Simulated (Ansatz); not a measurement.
Band gap of some cubic halides

Method: PBEsol+SOC (Ansatz, a program for electronic structure; the runs differ in potentials, basis or settings). References are measured values at low temperature.

Values in eV.

```json
[
 {"solid": "rock-salt LiCl", "reference": "9.4", "PBEsol+SOC": "6.09", "error (eV)": "-3.31"},
 {"solid": "rock-salt AgBr", "reference": "2.71", "PBEsol+SOC": "0.42", "error (eV)": "-2.29"},
 {"solid": "zinc-blende CuCl", "reference": "3.39", "PBEsol+SOC": "0.42", "error (eV)": "-2.97"},
 {"solid": "zinc-blende AgI (metastable phase)", "reference": "2.91", "PBEsol+SOC": "0.97", "error (eV)": "-1.94"},
 {"solid": "CsCl-type CsCl", "reference": "8.35", "PBEsol+SOC": "5.00", "error (eV)": "-3.35"},
 {"solid": "rock-salt AgCl", "reference": "3.25", "PBEsol+SOC": "0.69", "error (eV)": "-2.56"},
 {"solid": "rock-salt NaCl", "reference": "8.97", "PBEsol+SOC": "4.94", "error (eV)": "-4.03"}
]
```

Over these 7 solids the mean error is -2.92 eV, the mean absolute error 2.92 eV (median 2.97 eV), and the worst case rock-salt NaCl at -4.03 eV; the value is below the reference in 7 of 7 cases.

All these references are low-temperature values that still hold zero-point motion.

Differences are worked out from the printed values.

Semilocal Kohn–Sham gaps run low as a rule, and all computed gaps are for a static lattice, while measured ones hold electron–phonon shifts unless said otherwise.

Cells: PBEsol+SOC at the measured cell. Caveats: for solids of elements lighter than gallium the value without spin–orbit coupling stands in (rock-salt LiCl, zinc-blende CuCl, rock-salt NaCl). Ansatz's density-functional and Hartree–Fock values are scalar-relativistic unless marked +SOC, with PAW data made under PBE.

Run without spin polarisation: rock-salt LiCl, zinc-blende CuCl, rock-salt NaCl.

Not in this set, of the halides with a reference value in our tables and a result at some level: 32 for a reference of another kind, counted apart; 2 for a reference that its source doubts or gives as a wide range. These can be a level's best or worst cases. At least 16 more with a reference value are held back for tests. Solids without a released value at any level aren't counted. Without +SOC, gaps count where the solid holds none of Ge, As, Se, Br, Sn, Sb, Te, I or the elements past barium, or holds Ge, As, Se or Br with a gap over 4 eV. Layered and molecular crystals are counted apart.

References as tabulated in Zhang, Jiang, Phys. Rev. B 100, 205123 (2019); Chen et al. (2018), doi:10.1103/physrevmaterials.2.073803; arXiv:1206.3780; Wikipedia's data pages.
